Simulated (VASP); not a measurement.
# Sn (Im-3m) in VASP: notebook, part 2 of 2

VASP 6.6.1.

## Step 4: Single point, PBEsol

INCAR

```
  ALGO = Fast
  EDIFF = 1E-6
  ENCUT = 520
  GGA = PS
  ISIF = 2
  ISMEAR = -1
  LASPH = True
  LCHARG = True
  LELF = True
  LREAL = False
  LVHAR = True
  LWAVE = False
  NBANDS = 13
  NELM = 100
  PREC = Accurate
  SIGMA = 0.025
```

KPOINTS

```
k-points
0
Gamma
  8 8 8
```

POSCAR

```
Sn
1.0
   -1.8946518200      1.8946518200      1.8946518200
    1.8946518200     -1.8946518200      1.8946518200
    1.8946518200      1.8946518200     -1.8946518200
Sn
1
Direct
    0.0000000000      0.0000000000      0.0000000000
```

Potentials or basis: VASP PAW PBE potentials, release 64 (Sn_d).

Started as:

```
> cat potpaw_PBE.64/Sn_d/POTCAR > POTCAR
> mpirun -np 1 vasp_std > vasp.out
```

OUTCAR:

```text
EDIFF = 1E-6
   ENCUT = 520
   GGA = PS
   ISIF = 2
   ISMEAR = -1
   LASPH = True
   LREAL = False
   NELM = 100
   PREC = Accurate

 ion  position               nearest neighbor table
   1  0.000  0.000  0.000-

  LATTYP: Found a body centered cubic cell.
 ALAT       =     3.7893036400

  Lattice vectors:

 A1 = (  -1.8946518200,   1.8946518200,   1.8946518200)
 A2 = (   1.8946518200,  -1.8946518200,   1.8946518200)
 A3 = (   1.8946518200,   1.8946518200,  -1.8946518200)
[... 562 lines left out ...]
     12      21.1588      0.00000
     13      21.8418      0.00000

 [... further k-points ...]

------------------------ aborting loop because EDIFF is reached ----------------------------------------

  FORCE on cell =-STRESS in cart. coord.  units (eV):
  Direction    XX          YY          ZZ          XY          YZ          ZX
  --------------------------------------------------------------------------------------
  -------------------------------------------------------------------------------------
  Total       -0.2941194     -0.2941194     -0.2941194     -0.0000000      0.0000000     -0.0000000
  in kB      -17.3215228    -17.3215228    -17.3215228     -0.0000000      0.0000000     -0.0000000
  external PRESSURE =     -17.3215228 kB  Pullay stress =       0.0000000 kB

 VOLUME and BASIS-vectors are now :
 -----------------------------------------------------------------------------
  energy-cutoff  :      520.00
  volume of cell :       27.20
      direct lattice vectors                 reciprocal lattice vectors
    -1.894651820  1.894651820  1.894651820     0.000000000  0.263900731  0.263900731
     1.894651820 -1.894651820  1.894651820     0.263900731  0.000000000  0.263900731
     1.894651820  1.894651820 -1.894651820     0.263900731  0.263900731  0.000000000

 POSITION                                       TOTAL-FORCE (eV/Angst)
 -----------------------------------------------------------------------------------
      0.00000      0.00000      0.00000         0.000000     -0.000000      0.000000
 -----------------------------------------------------------------------------------
    total drift:                               -0.000000      0.000000     -0.000000

  FREE ENERGIE OF THE ION-ELECTRON SYSTEM (eV)
  ---------------------------------------------------
  free  energy   TOTEN  =        -4.2070469915 eV

  energy  without entropy=       -4.2034288853  energy(sigma->0) =       -4.20523794
```

OSZICAR:

```text
N       E                     dE             d eps       ncg     rms          rms(c)
DAV:   1     0.790345368115E+02    0.79035E+02   -0.71309E+03   790   0.161E+03
DAV:   2     0.142854689245E+01   -0.77606E+02   -0.75014E+02   789   0.341E+02
DAV:   3    -0.411267529791E+01   -0.55412E+01   -0.55137E+01   917   0.738E+01
DAV:   4    -0.422390612499E+01   -0.11123E+00   -0.11121E+00   874   0.110E+01
DAV:   5    -0.422780524414E+01   -0.38991E-02   -0.38990E-02   983   0.203E+00    0.134E+00
RMM:   6    -0.421181666915E+01    0.15989E-01   -0.15162E-02   945   0.164E+00    0.746E-01
RMM:   7    -0.420724179439E+01    0.45749E-02   -0.99331E-03   937   0.119E+00    0.118E-01
RMM:   8    -0.420701464664E+01    0.22715E-03   -0.85272E-04  1048   0.424E-01    0.270E-02
RMM:   9    -0.420704399321E+01   -0.29347E-04   -0.30528E-04  1161   0.164E-01    0.260E-02
RMM:  10    -0.420704685867E+01   -0.28655E-05   -0.53127E-05   998   0.110E-01    0.124E-02
RMM:  11    -0.420704633299E+01    0.52568E-06   -0.21842E-05  1105   0.544E-02    0.480E-03
RMM:  12    -0.420704699154E+01   -0.65855E-06   -0.74877E-06   864   0.259E-02
   1 F= -.42070470E+01 E0= -.42052379E+01  d E =-.361811E-02
```

stdout:

```text
POSCAR found type information on POSCAR Sn
 POSCAR found :  1 types and       1 ions
 scaLAPACK will be used
 -----------------------------------------------------------------------------
|                                                                             |
|                                                                             |
|     You enforced a specific xc type in the INCAR file but a different       |
|     I HOPE YOU KNOW WHAT YOU ARE DOING!                                     |
|                                                                             |
 -----------------------------------------------------------------------------

 LDA part: xc-table for (Slater+PW92), standard interpolation
 POSCAR, INCAR and KPOINTS ok, starting setup
 FFT: planning ... GRIDC
 FFT: planning ... GRID_SOFT
 FFT: planning ... GRID
 WAVECAR not read
 entering main loop
WARNING in EDDRMM: call to ZHEGV failed, returncode =   8  4     10
```

It took 6.4 s on 1 thread of Intel Xeon Platinum 8488C (Sapphire Rapids), shared host; peak memory 0.13 GiB.

Results:

```yaml
Free_energy: -4.2070 eV
Pressure: -1.7 GPa
Band_gap_on_the_k_mesh: none (metal or under the smearing width)
```

Caveat: the PAW data sets were made with another functional, which shifts forces and pressure a little.

## Step 5: Summary

| smearing | gap on the mesh (eV) | pressure (GPa) |
| --- | --- | --- |
| fermi-dirac 0.15 eV | none | -1.8 |
| fermi-dirac 0.05 eV | none | -1.7 |
| fermi-dirac 0.025 eV | none | -1.7 |

Alike in all rows: task single point; level PBEsol; potentials or basis VASP PAW PBE potentials, release 64 (Sn_d); no spin polarisation; cell as given; k mesh 8 × 8 × 8; cutoff (eV) 520.

Every run on the cell as given and a fine mesh finds a metal.

Caveats: the PAW data sets were made with another functional, which shifts forces and pressure a little.

Absolute energies hang on the potentials; compare differences alone.
